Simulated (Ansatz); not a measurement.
## Ionic part of the dielectric constant of AlN at 9 GPa, mode by mode

Computed with DFT PBEsol, scalar-relativistic, plane waves, PAW (Ansatz). Cutoff 420 eV, 10×10×10 k-points (Γ-centred), fixed occupations. No spin polarisation. Phonons by linear response, acoustic sum rule imposed.

The structure is cubic, space group F-43m (No. 216). Conventional cell: a = 4.318 Å, b = 4.318 Å, c = 4.318 Å, α = 90.00°, β = 90.00°, γ = 90.00°. Around Al (site symmetry -43m) lie 4 N at 1.87 Å. N (site symmetry -43m) is surrounded by 4 Al at 1.87 Å.

Other phases may be more stable at this pressure.

The primitive cell has V = 20.12 Å³ and ε∞,xx = 4.573. Each polar mode adds Δε = (4.92064×10⁷/V)·S/ν² along x, with S its oscillator strength in e²/amu, ν in cm⁻¹ and V in Å³.

Problem. From these modes, find each Δε and ε0,xx.
| ν (cm⁻¹) | S_xx (e²/amu) |
| --- | --- |
| 687.9 | 0.7011 |

Solution.
```json
{"ν (cm⁻¹)": "687.9", "Δε": "3.62"}
```

The sum is 3.623, so ε0,xx = 8.20; the run's tensor has 8.20.

Problem. Where do the longitudinal modes lie for a wave vector along x?

Solution. At 921 cm⁻¹. The Lyddane–Sachs–Teller product Π(ν_LO/ν_TO)² = 1.79 matches ε0/ε∞ = 1.79.

This zinc-blende form isn't the usual stable structure of the compound at low pressure.

Cost: 1 run of about 0.25 core-minutes, on Intel Xeon Platinum 8488C (Sapphire Rapids) (shared hosts).